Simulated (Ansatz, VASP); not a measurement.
**TePb in VASP and in Ansatz**

```
CELL_PARAMETERS angstrom
4.22508 0.00000 0.00000
0.00000 4.22508 0.00000
0.00000 0.00000 3.59132
ATOMIC_POSITIONS crystal
Te 0.50000 0.50000 0.50000
Pb 0.00000 0.00000 0.00000
```

Alike in both runs: task single point; functional PBE; dispersion D3(BJ); k mesh 14 × 14 × 14; occupations gaussian, width 0.15 eV; no spin polarisation.

|  | VASP | Ansatz |
| --- | --- | --- |
| version | VASP 6.6.1 | Ansatz 0.2.0 |
| potentials or method | VASP PAW PBE potentials, release 64 (Te, Pb_d) | scalar-relativistic, plane waves, PAW |
| plane-wave cutoff (eV) | 520 | 420 |
| valence electrons in the cell | 20 | 30 |

```tsv
	VASP	Ansatz	Ansatz less VASP
gap on the k mesh at the Fermi level (eV)	none	none	-
pressure (GPa)	-2.4	-2.3	+0.04
largest component of the traceless stress (GPa)	1.99	2.00	+0.009
```

A gap of «none» marks a metal or a gap that the smearing closes. The two sets of potentials don't hold the same shells in valence. Ansatz warned: «dispersion_switch_in_reach».

Caveats: pairwise dispersion overbinds metals, which lowers pressure and volume. Spin-orbit coupling is left out, which matters for the levels of Pb, Te.
